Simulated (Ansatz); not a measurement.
# Mg: vacancy migration on the Mg sublattice

Theory: DFT PBE, scalar-relativistic, plane waves, PAW (Ansatz 0.2.0). The runs took a 420 eV cutoff, a Γ-centred 4×4×4 mesh and Gaussian smearing (0.1 eV). No spin polarisation.

The perfect supercell:

```xyz
24
Lattice="3.5797 7.1594 3.5797 7.1594 3.5797 -3.5797 -3.5797 7.1594 -3.5797" Properties=species:S:1:pos:R:3 pbc="T T T"
Mg    0.0000    0.0000    0.0000
Mg   -1.7899    5.3696   -1.7899
Mg    0.0000    7.1594   -3.5797
Mg    1.7899    8.9493   -5.3696
Mg    0.0000    3.5797    0.0000
Mg    1.7899    5.3696   -1.7899
Mg    3.5797    7.1594   -3.5797
Mg    3.5797    3.5797    0.0000
Mg    5.3696    5.3696   -1.7899
Mg   -1.7899    8.9493   -1.7899
Mg    0.0000    7.1594    0.0000
Mg    1.7899    8.9493   -1.7899
Mg    3.5797   10.7391   -3.5797
Mg    1.7899    5.3696    1.7899
Mg    3.5797    7.1594    0.0000
Mg    5.3696    8.9493   -1.7899
Mg    7.1594    7.1594    0.0000
Mg    0.0000   10.7391    0.0000
Mg    1.7899   12.5290   -1.7899
Mg    1.7899    8.9493    1.7899
Mg    3.5797   10.7391    0.0000
Mg    5.3696   12.5290   -1.7899
Mg    5.3696    8.9493    1.7899
Mg    7.1594   10.7391    0.0000
```

Atom 1 (Mg) is removed, leaving a vacancy without charge, and atom 10 jumps 3.10 Å into it. The vacancy and the half-way point are each relaxed at fixed cell, keeping their symmetry. The supercell is small.

(1) How high does the half-way point lie?

## Answers

(1) 0.24 eV above the relaxed vacancy, with the jumping atom 0.00 Å off the straight line, where the cell's symmetry pins it, so a bent path, which could be lower, wasn't tried. This is the barrier if that point is a first-order saddle, which wasn't checked.

Cost: 2 runs of about 11 core-minutes in all, on Intel Xeon Platinum 8559C (Emerald Rapids) (shared hosts).